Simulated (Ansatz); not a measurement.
# Si3N4: ¹⁴N nuclear quadrupole resonance

Cell: a structure deposited in the COD, its atoms then relaxed with PBE in this cell.

```xyz
14
Lattice="-3.2374 3.2374 3.2374 3.2374 -3.2374 3.2374 3.2374 3.2374 -3.2374" Properties=species:S:1:pos:R:3 pbc="T T T"
Si    2.4280    3.2374   -1.6187
Si   -1.6187    2.4280    3.2374
Si    0.8093    3.2374    1.6187
Si    1.6187    0.8093    3.2373
Si    3.2374   -1.6187    2.4280
Si    3.2374    1.6187    0.8093
N     1.8220    1.8220    1.8220
N     0.2033   -0.2033    3.0340
N     1.4154    4.6527   -1.4154
N     3.0340    0.2033   -0.2033
N    -1.4154    1.4154    4.6527
N     0.2033    0.2033    0.2033
N     4.6527   -1.4154    1.4154
N    -0.2033    3.0340    0.2033
```

Atoms are numbered from 1 in the order listed; like atoms form one site, named after its first atom.

The numbers come from a DFT calculation in Ansatz (r2SCAN, plane waves and PAW (field gradients read without the response of the frozen cores, which leaves them typically 4 to 6 % off), scalar-relativistic, 500 eV cutoff, Γ-centred 6×6×6 k-points, Fermi–Dirac smearing 0.02 eV).

¹⁴N: I = 1, Q = 20.44 mb (year-2017 value). Static lattice, zero field.

(1) At which frequencies do the ¹⁴N NQR lines lie?

Results:

(1) For I = 1 the lines are ν± = (3/4)|C_Q|(1 ± η/3) and ν₀ = |C_Q|η/2.

| site | atoms | V_zz (10²¹ V/m²) | C_Q (MHz) | η | line frequencies (MHz) |
| --- | --- | --- | --- | --- | --- |
| N | 7, 8, 9, 10, 11, 12, … | -6.17 | -3.05 | 0.00 | 2.29 |

An axis of threefold or higher order runs through N, so V_zz lies along it and η is zero.
